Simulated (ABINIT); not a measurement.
HfO2:

```
CELL_PARAMETERS angstrom
5.21946 0.00000 0.00000
0.00000 5.00476 0.00000
0.00000 0.00000 5.03269
ATOMIC_POSITIONS crystal
Hf 0.96699 0.73252 0.74144
Hf 0.53301 0.73252 0.24144
Hf 0.46699 0.26748 0.74144
Hf 0.03301 0.26748 0.24144
O 0.63213 0.92865 0.87927
O 0.86787 0.92865 0.37927
O 0.23395 0.53988 0.49229
O 0.26605 0.53988 0.99229
O 0.76605 0.46012 0.99229
O 0.73395 0.46012 0.49229
O 0.13213 0.07135 0.87927
O 0.36787 0.07135 0.37927
```

Measurements of this composition are mostly on another form, of space group No. 14.

Program: ABINIT 10.8.3 (patched build). Alike in all runs: no spin polarisation; cell as given; cutoff (eV) 626; smearing fermi-dirac 0.05 eV.

**Question.** Order these runs on this cell by their pressure, lowest first.
A. level PBE; potentials or basis JTH PAW PBE v2.0; k mesh 5 × 6 × 5; mesh quality not flagged
B. level LDA; potentials or basis JTH PAW LDA v2.0; k mesh 2 × 2 × 2; mesh quality coarse
C. level PBEsol; potentials or basis JTH PAW PBE v2.0; k mesh 3 × 4 × 3; mesh quality not flagged

**Answer.** B (-8.3 GPa), C (-0.9 GPa), A (6.7 GPa).

Caveats: some runs use coarse meshes; the PAW data sets were made with another functional, which shifts forces and pressure a little (some runs).

Not every run made on this cell is shown here.
